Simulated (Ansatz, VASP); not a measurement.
AlN: VASP beside Ansatz

Contents of INCAR:

```
ALGO = Normal
EDIFF = 1E-6
ENCUT = 520
GGA = PE
ISIF = 2
ISMEAR = 0
LASPH = True
LCHARG = False
LREAL = False
LWAVE = False
NBANDS = 11
NELM = 80
PREC = Accurate
SIGMA = 0.05
```

File KPOINTS:

```
k-points
0
Gamma
  10 10 10
```

Contents of POSCAR:

```
AlN
1.0
    0.1670629186      2.1217772542      2.1217772542
    2.1217772542      0.1670629186      2.1217772542
    2.1217772542      2.1217772542      0.1670629186
Al N
1 1
Direct
    0.5000000000      0.5000000000      0.5000000000
    0.0000000000      0.0000000000      0.0000000000
```

Input for Ansatz:

```yaml
crystal:
  lattice:
    - [0.1670629186, 2.1217772542, 2.1217772542]
    - [2.1217772542, 0.1670629186, 2.1217772542]
    - [2.1217772542, 2.1217772542, 0.1670629186]
  atoms:
    - { symbol: Al, position: [0.5, 0.5, 0.5] }
    - { symbol: "N", position: [0.0, 0.0, 0.0] }
basis:
  ecutwfc: 520.0
kpoints:
  mp_grid: { grid: [10, 10, 10] }
hamiltonian:
  xc: pbe
  pseudopotentials: { kind: paw, azcp: { folder: soft_1 } }
scf:
  occupations: { method: gaussian, width: 0.05 }
output:
  forces: true
  stress: true
  eigenvalues: true
```

Alike in both runs: task single point; functional PBE; k mesh 10 × 10 × 10; occupations gaussian, width 0.05 eV; no spin polarisation.

|  | VASP | Ansatz |
| --- | --- | --- |
| version | VASP 6.6.1 | Ansatz 0.2.0 |
| potentials or method | VASP PAW PBE potentials, release 64 (Al, N) | scalar-relativistic, plane waves, PAW |
| plane-wave cutoff (eV) | 520 | 520 |
| valence electrons in the cell | 8 | 8 |

Ansatz gave:

- gap on the k mesh at the Fermi level (eV): 2.85
- least direct gap on the mesh (eV): 3.80
- pressure (GPa): 1.4
- largest component of the traceless stress (GPa): 27.50

Problem. Which values does VASP return?

Solution. gap on the k mesh at the Fermi level (eV): 2.84; least direct gap on the mesh (eV): 3.81; pressure (GPa): 1.2; largest component of the traceless stress (GPa): 27.51.

A k mesh can miss the band edges.
